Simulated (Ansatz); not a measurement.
Consider the following.

Relaxed NaBr (rock salt):

```yaml
crystal:
  lattice:
    - [0.00000, 5.94759, 5.94759]
    - [2.97379, 2.97379, 5.94759]
    - [2.97379, 2.97379, 0.00000]
  atoms:
    - { symbol: Br, position: [0.00000, 0.00000, 0.00000] }
    - { symbol: Br, position: [0.50000, 0.00000, 0.00000] }
    - { symbol: Na, position: [0.00000, 0.50000, 0.50000] }
    - { symbol: Na, position: [0.50000, 0.50000, 0.50000] }
```

A phonon eigenvector at X = (0.5, 0.5, 0.0) is frozen into this cell: atom i moves by Q times the vector below, so Q is the largest atomic displacement, in Å. The cell is held. (q is in reciprocal vectors of the primitive cell; the cell shown is doubled to hold the pattern.)

```csv
atom,x,y,z
Br1,0.000,0.000,-1.000
Br2,0.000,0.000,1.000
Na3,0.000,0.000,-0.832
Na4,0.000,0.000,0.832
```

These are r2SCAN (plane waves to 500 eV, PAW, scalar-relativistic; Ansatz, a quantum-chemistry and plane-wave program) values and carry that method's errors. k mesh 10×10×10 (Γ-centred), Fermi-Dirac smearing 0.05 eV. E stands for the smeared free energy. NaBr was relaxed with its symmetry unable to fall. ΔE is measured from the undisplaced structure.

The scan covers Q from -0.280 to 0.280 Å in 13 points.

### Question
Which space group does the distorted structure have?

### Answer
P4/nmm (No. 129), lowered from Fm-3m.

### Question
What is the energy change at Q = 0.280 Å?

### Answer
250.8 meV/cell.

### Question
What harmonic wavenumber does the curvature at Q = 0 give?

### Answer
93 cm⁻¹.

(A displaced cell: forces are minus the slopes of the energy, force constants its curvatures, and phonons follow from these.)
